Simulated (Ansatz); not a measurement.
# CuO (P6_3mc) in Ansatz: a series of runs, part 2 of 2

Ansatz 0.2.0.

### Step 3. Electric field gradients, PBE

Contents of input.yaml:

```yaml
crystal:
  lattice:
    - [3.28802443, 0.0, 0.0]
    - [-1.64401221, 2.84751268, 0.0]
    - [0.0, 0.0, 5.38502486]
  atoms:
    - { symbol: Cu, position: [0.6666666667, 0.3333333333, 0.0] }
    - { symbol: Cu, position: [0.3333333333, 0.6666666667, 0.5] }
    - { symbol: O, position: [0.6666666667, 0.3333333333, 0.6252] }
    - { symbol: O, position: [0.3333333333, 0.6666666667, 0.1252] }
kpoints:
  mp_grid: { grid: [9, 9, 5] }
scf:
  occupations: { method: fermi_dirac, width: 0.05 }
hamiltonian:
  xc: pbe
  pseudopotentials: { kind: all_electron, datasets: crystal }
output:
  forces: true
  stress: true
  eigenvalues: true
  efg: {}
```

Potentials or basis: all-electron PAW datasets made for the crystal.

The run is started by

```bash
> ansatz run input.yaml --threads 2 --pin off --max-ram 6144MiB --backend cpu --events-out ev --progress --plain --runs-dir out
```

Log:

```text
Warning: RAYON_NUM_THREADS=2 ignored (pool sized by the plan → 2); use --threads N
hamiltonian.pseudopotentials.datasets: crystal makes datasets for this crystal and solves the spheres of its atoms anew in each pass: cutoff 440.0 eV, the density's 1760.0 eV; for an error of 0.50 meV an atom under PBE, 2.0 meV for the cell; an energy difference from a run of another recipe may be off by several times the error for the cell, under r2SCAN by more, where some 0.1 meV an atom stays at smaller errors; O in spheres of 0.926 Å, 6 of its electrons in bands; Cu in spheres of 1.085 Å, 11 of its electrons in bands, 8 on its site; only band paths and densities of states list, in semicore columns, the levels of the semicore shells that are solved separately: 3s of Cu, 3p of Cu
Engine: ansatz 0.2.0, x86_64-unknown-linux-gnu
Pseudopotentials: kind: all_electron
Pseudopotential: Cu, paw, valence charge 19, recommended cutoff 440 eV (normal), crystal/all_electron/pbe/scalar/gaussian/Cu, Koelling and Harmon's equation, gaussian nucleus
Pseudopotential: O, paw, valence charge 6, recommended cutoff 440 eV (normal), crystal/all_electron/pbe/scalar/gaussian/O, Koelling and Harmon's equation, gaussian nucleus
Functional definition: PBE
  parameter kappa = 0.804
  parameter beta = 0.06672455060314922
  exchange = pbe_x(kappa = kappa, mu = beta*pi^2/3)
  correlation = pbe_c(beta = beta)
Crystal: 4 atoms, lattice volume = 50.418 Å³
Basis set: ecut = 440 eV, 1099 PW (Γ), exchange–correlation on 48×48×80 points (8 copies of the dense FFT grid, shifted against one another)
Bands: 21, of which v1, the nominal top of the filled ones, is band 17 counted from 1 (16 counted from 0)
Symmetry: 12 space group operations
Space group: P63mc (ITA 186), of the structure as read, at distance tolerance 3.7e-5 Å
k-points: 36 of 405 (time reversal used)
Non-local potential: Cu, projectors of the file, l = 0: 1, l = 1: 1, l = 2: 2
Non-local potential: O, projectors of the file, l = 0: 1, l = 1: 2
PAW form: soft (Blöchl's): semilocal exchange-correlation on the pseudo side does not see the compensation charge
PAW one-centre angular grid: Cu, 590 points (default); XC on its mesh's 1847 points in the sphere
PAW one-centre angular grid: O, 110 points (default); XC on its mesh's 1919 points in the sphere
Initial density: superposition of atomic densities (neutral atoms: chi_scale 0, normalization atom)
Initial wavefunctions: pseudopotential atomic-orbital guess
Functional: x = pbe(κ = 0.804, μ = 0.2195149727645171), c = pbe(β = 0.06672455060314922)
iter 1 solved again at ethr=8.50e-2 eV; its pass at ethr=1.00e-1 eV (dr2=2.89e1 eV) is discarded
SCF iter   1: F=—  HF=-94167.916893 eV  |F-HF|=—  |Δ(HF+E_count)|=         —  Δρ=2.40e-1  dr2=2.95e1  ethr=8.50e-2  ⟨swp⟩=2.0  Hψ=3694  notcnv=0
preconditioner: auto → Kerker (q_TF=auto, 2.555 Å⁻¹)  [metal: Δε(μ)=0.007 eV  Ē_g=9.098 eV  σ=0.050 eV  W_gap=0.04  n_scr=22 (ndim 8)  ℏωp=30.5 eV  f_vac=0.000  D(μ)=11.43/eV (n_scr^D=232)]
SCF iter   2: F=—  HF=-94164.013684 eV  |F-HF|=—  |Δ(HF+E_count)|=    3.90e0  Δρ=1.27e-1  dr2=4.35e0  ethr=8.50e-2  ⟨swp⟩=3.1  Hψ=1953  notcnv=0  defer=1
SCF iter   3: F=—  HF=-94162.193885 eV  |F-HF|=—  |Δ(HF+E_count)|=    1.82e0  Δρ=4.49e-2  dr2=1.28e0  ethr=1.28e-2  ⟨swp⟩=3.0  Hψ=1919  notcnv=0
SCF iter   4: F=—  HF=-94161.921043 eV  |F-HF|=—  |Δ(HF+E_count)|=   2.73e-1  Δρ=2.47e-2  dr2=1.32e-1  ethr=3.77e-3  ⟨swp⟩=2.4  Hψ=1528  notcnv=0
SCF iter   5: F=—  HF=-94161.920859 eV  |F-HF|=—  |Δ(HF+E_count)|=   1.85e-4  Δρ=1.31e-2  dr2=4.80e-2  ethr=3.87e-4  ⟨swp⟩=2.4  Hψ=1891  notcnv=0  defer=4
iter 6 solved again at ethr=5.52e-6 eV; its pass at ethr=1.41e-4 eV (dr2=1.88e-3 eV) is discarded
SCF iter   6: F=—  HF=-94161.920695 eV  |F-HF|=—  |Δ(HF+E_count)|=   1.63e-4  Δρ=2.22e-3  dr2=1.90e-3  ethr=5.52e-6  ⟨swp⟩=2.3  Hψ=3294  notcnv=0  defer=3
SCF iter   7: F=—  HF=-94161.921025 eV  |F-HF|=—  |Δ(HF+E_count)|=   3.30e-4  Δρ=8.68e-4  dr2=4.95e-4  ethr=5.52e-6  ⟨swp⟩=2.3  Hψ=1418  notcnv=0
SCF iter   8: F=—  HF=-94161.921262 eV  |F-HF|=—  |Δ(HF+E_count)|=   2.37e-4  Δρ=3.87e-4  dr2=5.65e-5  ethr=1.45e-6  ⟨swp⟩=3.0  Hψ=1501  notcnv=0
SCF iter   9: F=—  HF=-94161.921310 eV  |F-HF|=—  |Δ(HF+E_count)|=   4.71e-5  Δρ=1.27e-4  dr2=7.23e-6  ethr=1.66e-7  ⟨swp⟩=3.0  Hψ=1569  notcnv=0
SCF iter  10: F=—  HF=-94161.921319 eV  |F-HF|=—  |Δ(HF+E_count)|=   9.55e-6  Δρ=6.27e-5  dr2=2.12e-6  ethr=2.13e-8  ⟨swp⟩=3.0  Hψ=1838  notcnv=0
SCF iter  11: F=—  HF=-94161.921320 eV  |F-HF|=—  |Δ(HF+E_count)|=   7.22e-7  Δρ=3.44e-5  dr2=6.57e-7  ethr=6.22e-9  ⟨swp⟩=3.0  Hψ=1456  notcnv=0
SCF iter  12: F=-94161.921320 eV  HF=-94161.921320 eV  |F-HF|=9.50e-9  |Δ(HF+E_count)|=   1.43e-7  Δρ=4.20e-6  dr2=9.45e-9  ethr=1.93e-9  ⟨swp⟩=3.0  Hψ=1626  notcnv=0
SCF 1 converged in 12 iterations: F = -94161.921318 eV  dr2 = 9.45e-9
  Residual-converged pass: ⟨swp⟩=3.6  Hψ=1980  notcnv=0  max |occ|·‖R‖ = 6.7e-6 eV (tolerance 6.7e-6 eV)  dr2=9.60e-9  dr2_onsite=6.23e-9  max |Δocc| = 5.2e-10
SCF converged after 12 iterations
Free energy (F): -94161.921318 eV
Harris-Foulkes:  -94161.921318 eV  (|F-HF|=9.50e-9)
Internal energy: -94161.870501 eV  (E = F + TS)
E sigma→0 (E₀):  -94161.895909 eV
Entropy (-TS):   -0.050817 eV (-12.704 meV/atom)
Past the cutoff: the bands carry plane waves up to 1.75 times it, of which those up to 1.5 times it add -0.000170 eV an atom, each by itself; the spheres take 0.000176 eV an atom off the energy for waves past 1.75 times it
By the cutoff:   a pressure is off by up to 0.007 GPa (1.2 times the spheres' own share and the shells' term, over an atom's volume, and 0.004 GPa: a bound that held against runs at twice the plane waves)
Past the cutoffs: a stress includes 0.0021 GPa for waves and charges beyond them, in addition to the slope of what the spheres take
In the spheres:  the bands' charges fall short by 9.8e-7 e at most (sound up to 1e-3), those of shells solved beside the bands by 1.3e-7 e (sound up to 5e-4)
Fermi energy:    8.286709 eV
--- Per-component energies (eV) ---
  E_band       = 134.595181
  E_kinetic    = 590.961877
  E_local      = -8186.228724  (includes V_loc(G=0)·N_el)
  E_nonlocal   = 318.467264
  E_hartree    = 3933.193819
  E_xc         = -232.106179
  E_vxc        = -280.377178  (∫ρ·V_xc dr)
  E_paw        = -97511.884056  (= ΣΔE_a)
  E_vpaw       = -13291.584885  (= ΣTr[D̂ρ^β])
  E_ewald      = -6191.243701
  E_smearing   = -0.050817  (= −TS)
  E_closure    = 13116.969199  (closes the sum)
  Σ components = -94161.921318   (vs F -94161.921318, Δ=0.00e0)
  The terms above E_closure are by the made datasets' own strengths, without shells solved beside the bands.
--- Forces (eV/Å), atoms counted from 1 ---
  atom   1  Cu    -0.00000000    -0.00000000    -0.07331346
  atom   2  Cu     0.00000000     0.00000000    -0.07331346
  atom   3  O      0.00000000    -0.00000000     0.07330798
  atom   4  O      0.00000000     0.00000000     0.07330798
  max |Σ_I F_I| component: 1.10e-5 eV/Å
--- Stress (GPa, compression-positive) ---
       -9.580072       0.000000      -0.000000
        0.000000      -9.580072      -0.000000
       -0.000000      -0.000000      -8.182018
  P = ⅓ Tr σ = -9.1141 GPa (-91.141 kbar)
  It holds what live shells' own plane waves past their cutoff add
--- PAW observables at the nuclei: V_zz in 10²¹ V/m², potentials from the cell's mean, atoms counted from 1 ---
  atom   1  Cu V_zz =    -0.769340   η = 0.0000   by run symmetry: allowed
            electrostatic potential = -3754.030991 V   contact ρ = 147617.848680 e/Å³
  atom   2  Cu V_zz =    -0.769340   η = 0.0000   by run symmetry: allowed
            electrostatic potential = -3754.030991 V   contact ρ = 147617.848680 e/Å³
  atom   3  O  V_zz =    -0.608174   η = 0.0000   by run symmetry: allowed
            electrostatic potential = -622.000458 V   contact ρ = 2159.713364 e/Å³
  atom   4  O  V_zz =    -0.608174   η = 0.0000   by run symmetry: allowed
            electrostatic potential = -622.000458 V   contact ρ = 2159.713364 e/Å³
--- Band table (eV; the first three rows and the last of 36) ---
  k-point 0: bands = ["-10.0247", "-9.4783", "2.8711", "3.9454", "3.9454", "3.9588", "4.1367", "4.1367", "6.3477", "6.3477", "6.6126", "6.6126", "6.7055", "8.3105", "8.3105", "8.9184", "9.0260", "9.0260", "9.2028"]
  k-point 1: bands = ["-9.9745", "-9.5325", "2.9215", "3.7900", "3.9573", "3.9573", "4.1113", "4.1113", "6.3803", "6.3803", "6.5971", "6.5971", "6.9015", "8.3764", "8.3764", "8.4485", "8.9570", "8.9570", "9.9198"]
  k-point 2: bands = ["-9.8410", "-9.6722", "3.1030", "3.4284", "3.9944", "3.9944", "4.0527", "4.0527", "6.4599", "6.4599", "6.5441", "6.5441", "7.3786", "7.9286", "8.5533", "8.5533", "8.7761", "8.7761", "11.0171"]
  k-point 35: bands = ["-9.3514", "-9.3514", "3.3058", "3.3058", "3.6764", "3.6831", "4.5170", "4.5170", "6.2504", "6.3149", "6.6713", "6.6713", "6.9282", "6.9282", "7.0780", "7.3498", "7.8681", "7.8681", "16.2491"]
```

Run time: 10 s. Hardware: 2 threads of Intel Xeon at 2.60GHz (Ice Lake), shared host; peak memory 0.74 GiB.

What came out:

```
Free energy            : -94161.9213 eV
Pressure               : -9.1 GPa
Largest force          : 0.073 eV/Å
Band gap on the k mesh : none (metal or under the smearing width)
```

Forces on the atoms (eV/Å):
```
Cu   0.000  0.000 -0.073
Cu   0.000  0.000 -0.073
O    0.000  0.000  0.073
O    0.000  0.000  0.073
```

Caveat: the run has no spin polarisation, though such a crystal can be magnetic; semilocal functionals often make such compounds metallic where correlation or magnetic order opens a gap, which also shifts bond lengths. With open d or f shells a metallic result of PBE can be an artefact of self-interaction; +U or a hybrid may open a gap.

### Step 4. Density of states, PBE

input.yaml: that of step 3 with these lines changed.

```diff
@@ -21,2 +21,4 @@
   eigenvalues: true
-  efg: {}
+  dos: { projected: false, de: 0.1, e_range: [-10, 8] }
+  elf: true
+  volumetric_format: npy
```

The run is started by

```bash
> ansatz run input.yaml --threads 2 --pin off --max-ram 6144MiB --backend cpu --events-out ev --progress --plain --runs-dir out
```

Wall time 12 s (2 threads of Intel Xeon at 2.60GHz (Ice Lake), shared host); peak memory 0.74 GiB.

The run converged. Its results:

```yaml
Free_energy: -94161.9213 eV
Pressure: -9.1 GPa
Largest_force: 0.073 eV/Å
Band_gap_on_the_k_mesh: none (metal or under the smearing width)
```

Forces in eV/Å, atoms in the order of the input:
```
Cu   0.000  0.000 -0.073
Cu   0.000  0.000 -0.073
O    0.000  0.000  0.073
O    0.000  0.000  0.073
```

Stress tensor (GPa, compression positive):
```
-9.58  0.00  0.00
 0.00 -9.58  0.00
 0.00  0.00 -8.18
```

Levels at points of the mesh, in eV from the Fermi level:
| k point | band 13 | band 14 | band 15 | band 16 | band 17 | band 18 | band 19 |
| --- | --- | --- | --- | --- | --- | --- | --- |
| (0.00, 0.00, 0.00) | -1.58 | 0.02 | 0.02 | 0.63 | 0.74 | 0.74 | 0.92 |

States per cell in windows of 0.5 eV (zero at the Fermi level; states under -8 eV left out):
```tsv
from (eV)	total
-8.0	0.00
-7.5	0.00
-7.0	0.00
-6.5	0.00
-6.0	0.00
-5.5	3.21
-5.0	1.01
-4.5	6.11
-4.0	1.66
-3.5	0.00
-3.0	0.00
-2.5	1.31
-2.0	7.69
-1.5	3.02
-1.0	2.94
-0.5	3.44
0.0	1.49
0.5	0.11
1.0	0.01
1.5	0.04
2.0	0.07
2.5	0.12
3.0	0.16
3.5	0.18
4.0	0.25
4.5	0.31
5.0	0.42
5.5	0.57
6.0	0.58
6.5	0.56
```

Caveat: the program warned that the printed levels may be off, so bands, gaps and densities of states are rough; the run has no spin polarisation, though such a crystal can be magnetic; semilocal functionals often make such compounds metallic where correlation or magnetic order opens a gap, which also shifts bond lengths. With open d or f shells a metallic result of PBE can be an artefact of self-interaction; +U or a hybrid may open a gap.
